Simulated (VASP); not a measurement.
A run of VASP 6.6.1 is set up as follows.

The input INCAR:

```
ALGO = Normal
EDIFF = 1E-6
EDIFFG = -0.001
ENCUT = 600
GGA = PS
IBRION = 2
ISIF = 3
ISMEAR = 0
LASPH = T
LCHARG = F
LREAL = F
LWAVE = F
NELM = 100
NSW = 80
PREC = Accurate
SIGMA = 0.01
```

The input KPOINTS:

```
k-points
0
Gamma
  8 8 8
```

File POSCAR:

```
KF
1.0
    0.0000000000      2.6542779533      2.6542779533
    2.6542779533      0.0000000000      2.6542779533
    2.6542779533      2.6542779533      0.0000000000
K F
1 1
Direct
    0.0000000000      0.0000000000      0.0000000000
    0.5000000000      0.5000000000      0.5000000000
```

Potentials or basis: VASP PAW PBE potentials, release 64 (K_sv, F).

Run with:

```bash
$ cat potpaw_PBE.64/K_sv/POTCAR potpaw_PBE.64/F/POTCAR > POTCAR
$ mpirun -np 1 vasp_std > vasp.out
```

(1) Estimate the relaxed cell.

(2) Predict the band gap on the k mesh.

(3) Estimate the space group after relaxing (to 0.05 Å).

Answers

(1) a = 3.753 Å, b = 3.753 Å, c = 3.753 Å, α = 60.00°, β = 60.00°, γ = 60.00°.

(2) 6.13 eV, direct.

(3) Fm-3m (No. 225).
